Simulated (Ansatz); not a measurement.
Wanted: the native input for an Ansatz 0.2.0 run.

```yaml
Task: band structure
Functional: RPBE
Potentials_or_basis: all-electron LAPW, scalar-relativistic
Cutoff: 316 eV (chosen from the basis error)
Basis_error_allowed: 0.001 eV/atom
k_mesh: 8 × 8 × 8
Occupations: fermi-dirac, width 0.05 eV
Spin: no spin polarisation
```

The system is Ge.

```xyz
2
Lattice="0.0000 2.8289 2.8289 2.8289 0.0000 2.8289 2.8289 2.8289 0.0000" Properties=species:S:1:pos:R:3 pbc="T T T"
Ge    4.2434    4.2434    4.2434
Ge    2.8289    2.8289    2.8289
```

One way to write it, as run:

input.yaml

```yaml
crystal:
  lattice:
    - [0.0, 2.82891, 2.82891]
    - [2.82891, 0.0, 2.82891]
    - [2.82891, 2.82891, 0.0]
  atoms:
    - { symbol: Ge, position: [0.75, 0.75, 0.75] }
    - { symbol: Ge, position: [0.5, 0.5, 0.5] }
kpoints:
  mp_grid: { grid: [8, 8, 8] }
  band_path:
    path:
      - [0.0, 0.0, 0.0]
      - [0.5, 0.0, 0.5]
      - [0.5, 0.25, 0.75]
      - [0.375, 0.375, 0.75]
      - [0.0, 0.0, 0.0]
      - [0.5, 0.5, 0.5]
      - [0.625, 0.25, 0.625]
      - [0.5, 0.25, 0.75]
    npoints: 6
scf:
  occupations: { method: fermi_dirac, width: 0.05 }
hamiltonian:
  xc: rpbe
  pseudopotentials: { kind: all_electron, lapw: { basis_error: 0.001 } }
output:
  forces: true
  stress: true
  eigenvalues: true
```

Potentials or basis: all-electron LAPW, scalar-relativistic.

Command:

```bash
$ ansatz run input.yaml --threads 1 --pin off --max-ram 3072MiB --backend cpu --events-out ev --progress --plain --runs-dir out
```

Results of the run:

```json
{
 "Pressure": "5.4 GPa",
 "Band gap on the k mesh": "0.15 eV, direct",
 "Band gap along the path": "0.15 eV, direct"
}
```

Run time: 7.3 s on 1 thread of AMD EPYC 9R14 (Zen 4), with other jobs on the host, peak memory 0.34 GiB.
